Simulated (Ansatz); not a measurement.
## IrO2: what a change does to the field gradients

Base: a structure deposited in the COD whose atoms were relaxed with PBE, the cell held.

```
CELL_PARAMETERS angstrom
4.49900 0.00000 0.00000
0.00000 4.49900 0.00000
0.00000 0.00000 3.14600
ATOMIC_POSITIONS crystal
Ir 0.00000 0.00000 0.00000
Ir 0.50000 0.50000 0.50000
O 0.30792 0.30792 0.00000
O 0.19208 0.80792 0.50000
O 0.69208 0.69208 0.00000
O 0.80792 0.19208 0.50000
```

Atoms are numbered from 1 in the order listed; like atoms form one site, named after its first atom.

The numbers come from a DFT calculation in Ansatz (PBE, plane waves and PAW, scalar-relativistic, collinear spin, 420 eV cutoff, Γ-centred 10×10×15 k-points, Fermi–Dirac smearing 0.05 eV). Start moments as typed (μB): 1 on each Ir, none on the rest.

Gradients in 10²¹ V/m²:

| site | atoms | V_zz base | η base | V_zz variant | η variant |
| --- | --- | --- | --- | --- | --- |
| Ir | 1, 2 | -12.90 | 0.54 | -15.02 | 0.32 |
| O | 3, 4, 5, 6 | -9.68 | 0.20 | -9.46 | 0.28 |

**Question.** Which change was made?
A. z stretched by 3 %, ions relaxed
B. z compressed by 2 %, ions relaxed
C. volume scaled by 1.06, ions relaxed
D. volume scaled by 0.98, ions relaxed

**Answer.** B. The largest change of V_zz is on Ir, from -12.90 to -15.02. In per cent, |V_zz| changes by +16 on Ir, -2 on O (all sites that start above 2). Where |V_zz| stays above 0.1, η moves most on Ir, from 0.54 to 0.32.

With no gap above 0.1 eV, as in a metal, the gradients converge slowly in k; expect changes of a tenth or more on a denser mesh. Spin–orbit coupling is left out, which shifts gradients on Ir by a few per cent in wide-gap crystals, and can shift them far more where the calculated gap is small or absent, as here. Semilocal functionals can leave a metal where correlation in the d or f shell opens a gap in the real compound, and that would change the values at and beside Ir. The start moments die out, and the run ends without spin.
For the base: At this cell the PBE pressure is 7 GPa, so with PBE the cell would grow if it were relaxed.
For the variant: At this changed cell the PBE pressure is 15 GPa.
